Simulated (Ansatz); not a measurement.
# Residual resistivity of an alloy: Al(111) with 4 layers of random Al-Ti, 2x2, part 2 of 2

Aim: the residual resistivity of a random alloy, from Al(111) with 4 layers of random Al-Ti, 2x2 and longer regions.

Ansatz 0.2.0; Ansatz plane-wave DFT, PBE, PAW files; ballistic transport by layer matching (Landauer), zero bias; PAW set soft_1.

So far. Step 3 (With 8 alloy layers): Over the solved energies the transmission per spin lies between 0.905 and 0.972, out of 5.48 channels of the lead on average (up to 5.59). The log calls the step of a lead's potential too much.

## 4. With 12 alloy layers

In 12 layers a share of 0.5 of the sites is given to Ti at random. A fresh draw is used; the growth of the resistance with length is what counts.

System of this step: Al(111) with 12 layers of random Al-Ti, 2x2. The cell holds 72 atoms: 48 Al and 24 Ti. Cell: a = 5.725 Å, b = 5.725 Å, c = 42.068 Å, α = 90.0°, β = 90.0°, γ = 120.0°. It derives from Al. Regions: lead, 24 atoms (24 Al); scattering region, 48 atoms (24 Ti and 24 Al). The structure is stacked along c, and the current runs across the ab planes.

File input.yaml:

```yaml
crystal:
  lattice:
    - [5.7246940741, 0.0, 0.0]
    - [-2.862347037, 4.957730497, 0.0]
    - [0.0, 0.0, 42.0677382451]
  atoms:
    - { symbol: Al, position: [0.0, 0.0, 0.0277777778] }
    - { symbol: Al, position: [0.0, 0.5, 0.0277777778] }
    - { symbol: Al, position: [0.5, 0.0, 0.0277777778] }
    - { symbol: Al, position: [0.5, 0.5, 0.0277777778] }
    - { symbol: Al, position: [0.1666666667, 0.3333333333, 0.0833333333] }
    - { symbol: Al, position: [0.1666666667, 0.8333333333, 0.0833333333] }
    - { symbol: Al, position: [0.6666666667, 0.3333333333, 0.0833333333] }
    - { symbol: Al, position: [0.6666666667, 0.8333333333, 0.0833333333] }
    - { symbol: Al, position: [0.3333333333, 0.1666666667, 0.1388888889] }
    - { symbol: Al, position: [0.3333333333, 0.6666666667, 0.1388888889] }
    - { symbol: Al, position: [0.8333333333, 0.1666666667, 0.1388888889] }
    - { symbol: Al, position: [0.8333333333, 0.6666666667, 0.1388888889] }
    - { symbol: Ti, position: [0.0, 0.0, 0.1944444444] }
    - { symbol: Al, position: [0.0, 0.5, 0.1944444444] }
    - { symbol: Ti, position: [0.5, 0.0, 0.1944444444] }
    - { symbol: Ti, position: [0.5, 0.5, 0.1944444444] }
    - { symbol: Ti, position: [0.1666666667, 0.3333333333, 0.25] }
    - { symbol: Al, position: [0.1666666667, 0.8333333333, 0.25] }
    - { symbol: Ti, position: [0.6666666667, 0.3333333333, 0.25] }
    - { symbol: Al, position: [0.6666666667, 0.8333333333, 0.25] }
    - { symbol: Al, position: [0.3333333333, 0.1666666667, 0.3055555556] }
    - { symbol: Al, position: [0.3333333333, 0.6666666667, 0.3055555556] }
    - { symbol: Al, position: [0.8333333333, 0.1666666667, 0.3055555556] }
    - { symbol: Al, position: [0.8333333333, 0.6666666667, 0.3055555556] }
    - { symbol: Ti, position: [0.0, 0.0, 0.3611111111] }
    - { symbol: Ti, position: [0.0, 0.5, 0.3611111111] }
    - { symbol: Al, position: [0.5, 0.0, 0.3611111111] }
    - { symbol: Al, position: [0.5, 0.5, 0.3611111111] }
    - { symbol: Ti, position: [0.1666666667, 0.3333333333, 0.4166666667] }
    - { symbol: Ti, position: [0.1666666667, 0.8333333333, 0.4166666667] }
    - { symbol: Al, position: [0.6666666667, 0.3333333333, 0.4166666667] }
    - { symbol: Al, position: [0.6666666667, 0.8333333333, 0.4166666667] }
    - { symbol: Ti, position: [0.3333333333, 0.1666666667, 0.4722222222] }
    - { symbol: Ti, position: [0.3333333333, 0.6666666667, 0.4722222222] }
    - { symbol: Ti, position: [0.8333333333, 0.1666666667, 0.4722222222] }
    - { symbol: Ti, position: [0.8333333333, 0.6666666667, 0.4722222222] }
    - { symbol: Al, position: [0.0, 0.0, 0.5277777778] }
    - { symbol: Ti, position: [0.0, 0.5, 0.5277777778] }
    - { symbol: Al, position: [0.5, 0.0, 0.5277777778] }
    - { symbol: Ti, position: [0.5, 0.5, 0.5277777778] }
    - { symbol: Ti, position: [0.1666666667, 0.3333333333, 0.5833333333] }
    - { symbol: Ti, position: [0.1666666667, 0.8333333333, 0.5833333333] }
    - { symbol: Ti, position: [0.6666666667, 0.3333333333, 0.5833333333] }
    - { symbol: Al, position: [0.6666666667, 0.8333333333, 0.5833333333] }
    - { symbol: Al, position: [0.3333333333, 0.1666666667, 0.6388888889] }
    - { symbol: Al, position: [0.3333333333, 0.6666666667, 0.6388888889] }
    - { symbol: Al, position: [0.8333333333, 0.1666666667, 0.6388888889] }
    - { symbol: Ti, position: [0.8333333333, 0.6666666667, 0.6388888889] }
    - { symbol: Al, position: [0.0, 0.0, 0.6944444444] }
    - { symbol: Al, position: [0.0, 0.5, 0.6944444444] }
    - { symbol: Al, position: [0.5, 0.0, 0.6944444444] }
    - { symbol: Al, position: [0.5, 0.5, 0.6944444444] }
    - { symbol: Al, position: [0.1666666667, 0.3333333333, 0.75] }
    - { symbol: Ti, position: [0.1666666667, 0.8333333333, 0.75] }
    - { symbol: Ti, position: [0.6666666667, 0.3333333333, 0.75] }
    - { symbol: Ti, position: [0.6666666667, 0.8333333333, 0.75] }
    - { symbol: Al, position: [0.3333333333, 0.1666666667, 0.8055555556] }
    - { symbol: Al, position: [0.3333333333, 0.6666666667, 0.8055555556] }
    - { symbol: Ti, position: [0.8333333333, 0.1666666667, 0.8055555556] }
    - { symbol: Ti, position: [0.8333333333, 0.6666666667, 0.8055555556] }
    - { symbol: Al, position: [0.0, 0.0, 0.8611111111] }
    - { symbol: Al, position: [0.0, 0.5, 0.8611111111] }
    - { symbol: Al, position: [0.5, 0.0, 0.8611111111] }
    - { symbol: Al, position: [0.5, 0.5, 0.8611111111] }
    - { symbol: Al, position: [0.1666666667, 0.3333333333, 0.9166666667] }
    - { symbol: Al, position: [0.1666666667, 0.8333333333, 0.9166666667] }
    - { symbol: Al, position: [0.6666666667, 0.3333333333, 0.9166666667] }
    - { symbol: Al, position: [0.6666666667, 0.8333333333, 0.9166666667] }
    - { symbol: Al, position: [0.3333333333, 0.1666666667, 0.9722222222] }
    - { symbol: Al, position: [0.3333333333, 0.6666666667, 0.9722222222] }
    - { symbol: Al, position: [0.8333333333, 0.1666666667, 0.9722222222] }
    - { symbol: Al, position: [0.8333333333, 0.6666666667, 0.9722222222] }
kpoints:
  mp_grid: { grid: [5, 5, 1] }
hamiltonian:
  xc: pbe
  pseudopotentials: { kind: paw, azcp: { folder: soft_1 } }
scf:
  occupations: { method: fermi_dirac, width: 0.1 }
output:
  transmission:
    leads: [[0, 4]]
    kmesh: [10, 10]
    e_range: [-0.05, 0.05]
    de: 0.05
  write_potential: true
  write_density: true
  volumetric_format: npy
```

Launch:

```
ansatz run input.yaml --threads 4 --pin off --max-ram 15360MiB --backend cpu --events-out ev --progress --plain --runs-dir out
```

Numbers of over 12 decimals in the logs are rounded to 6 here.

The program printed:

```text
[...]
Crystal: 72 atoms, lattice volume = 1193.945 Å³
Basis set: ecut = 420 eV, 23469 PW (Γ)
Bands: 288, of which v1, the nominal top of the filled ones, is band 216 counted from 1 (215 counted from 0)
Symmetry: 1 space group operations
[...]
k-points: 13 of 25 (time reversal used)
[...]
SCF iter   1: F=—  HF=-85828.805690 eV  |F-HF|=—  |Δ(HF+E_count)|=         —  Δρ=4.84e-2  dr2=3.64e3  ethr=3.10e-3  ⟨swp⟩=6.5  Hψ=15095  notcnv=0
[...]
SCF iter  10: F=-85804.246188 eV  HF=-85804.246188 eV  |F-HF|=3.10e-8  |Δ(HF+E_count)|=  1.60e-10  Δρ=1.03e-6  dr2=3.39e-8  ethr=2.31e-11  ⟨swp⟩=12.0  Hψ=15476  notcnv=0
SCF 1 converged in 10 iterations: F = -85804.246188 eV  dr2 = 3.39e-8
[...]
transmission: 273 of 2704 steps passed
transmission: 549 of 2704 steps passed
[...]
transmission: 2704 of 2704 steps passed
SCF converged after 10 iterations
Free energy (F): -85804.246188 eV
[...]
Internal energy: -85802.357327 eV  (E = F + TS)
E sigma→0 (E₀):  -85803.301758 eV
Entropy (-TS):   -1.888862 eV (-26.234 meV/atom)
Fermi energy:    9.769686 eV
[...]
--- Band table (eV; the first three rows and the last of 13) ---
  k-point 0: bands = [... 212 lower, 9.2875, 9.3413, 9.3616, 9.4194, 9.4318, 9.5006, 9.5199, 9.5594, ... 68 higher]
  k-point 1: bands = [... 212 lower, 9.4362, 9.5018, 9.5611, 9.6233, 9.6440, 9.6797, 9.7032, 9.7405, ... 68 higher]
  k-point 2: bands = [... 212 lower, 9.7636, 9.7892, 9.8224, 9.8392, 9.8448, 9.8634, 9.9187, 9.9514, ... 68 higher]
  k-point 12: bands = [... 212 lower, 9.6461, 9.6620, 9.6836, 9.7175, 9.7518, 9.8015, 9.8321, 9.8903, ... 68 higher]
--- Transmission ---
  basis      : 253 plane waves across, 52 finite elements along
  points     : 52, standing for a mesh of 10 x 10
[...]
channels       : 5.590000e0 a spin
[...]
junction   : crystal 0 to crystal 0, 0.70 to 40.43 Å
    transmission   : 6.781333e-1 a spin
[...]
```

Elapsed: 12 min, on 4 threads of Arm Neoverse V2, shared host; peak memory 7.4 GiB.

Numbers from this step:

| Property | Result |
| --- | --- |
| free energy | -85804.2462 eV |
| energy at zero smearing | -85803.3018 eV |
| Fermi energy | 9.770 eV |
| transmission per spin nearest the Fermi level | 0.6781 |
| step of the lead's potential | 36.1 meV |

Per spin. Table of transmission, zone mean by energy, zero at the Fermi level:

```csv
energy (eV),"transmission, zone mean"
-0.0500,0.622
0.0000,0.678
0.0500,0.697
```

Over the solved energies the transmission per spin lies between 0.622 and 0.697, out of 5.47 channels of the lead on average (up to 5.59). The log calls the step of a lead's potential too much.

## 5. The fit

This step: Ansatz plane-wave DFT, PBE, PAW files; ballistic transport by layer matching (Landauer), zero bias; residual resistivity from the slope of the area resistance, atoms on the host's lattice; PAW set soft_1 (Ansatz 0.2.0).

This step gave:

* resistivity: 118.7 µΩ cm
* intercept: 1.340 fΩ m²
* scatter about the fit: 0.2314 fΩ m²

Resistance, by row:

| run | length (Å) | T | channels N | RA (fΩ m²) |
| --- | --- | --- | --- | --- |
| n4 | 9.348 | 1.116 | 5.47 | 2.613 |
| n8 | 18.7 | 0.9393 | 5.483 | 3.232 |
| n12 | 28.05 | 0.6657 | 5.47 | 4.832 |

Area resistance against length of the alloy:

```
length of the alloy (Å)  area resistance (fΩ m²)
                   9.35                     2.61
                  18.70                     3.23
                  28.05                     4.83
```

The area resistance goes from 2.6 to 4.8 fΩ m² between 9.3 and 28.0 Å, a slope of 119 µΩ cm.

By hand from the end points: (4.832 − 2.613) fΩ m² / (28.05 − 9.35) Å = 119 µΩ cm, since 1 fΩ m² per Å is 1000 µΩ cm.

## 6. Summary of results

```
resistivity from the slope  : 119 µΩ cm
area resistance over 9.35 Å : 2.61 fΩ m²
area resistance over 18.7 Å : 3.23 fΩ m²
area resistance over 28.0 Å : 4.83 fΩ m²
```

In words: The slope gives 119 µΩ cm. The points scatter by 0.23 fΩ m² about the line, with one random draw a length in a 2x2 cell, so the slope is a rough value. Read with a model of isotropic scattering on a spherical Fermi surface and the lead's 1.5×10¹⁵ S/m², this slope means a mean free path near 4.2 Å (a rough figure, since the alloy's own channel count differs); over these lengths the model's slope is within 3 % of its bulk resistivity, though a free path of a few ångströms strains the picture. The atoms sit on the host's lattice, so scattering by size misfit is left out. With 50 % of Ti, whose own structure is another, this is a hypothetical phase. A lead's potential steps by up to 36 meV from period to period, which the log calls too much, so longer leads could move the result.

[Logs are printed without paths, hosts, clocks, repeated set-up lines and the standing remarks that a program may print on its own settings, such as how far it seeks lower states.]

[Hosts, paths, dates, database ids (printed as entryN), source tags and the programs' standing remarks are cut or masked in the printed files.]
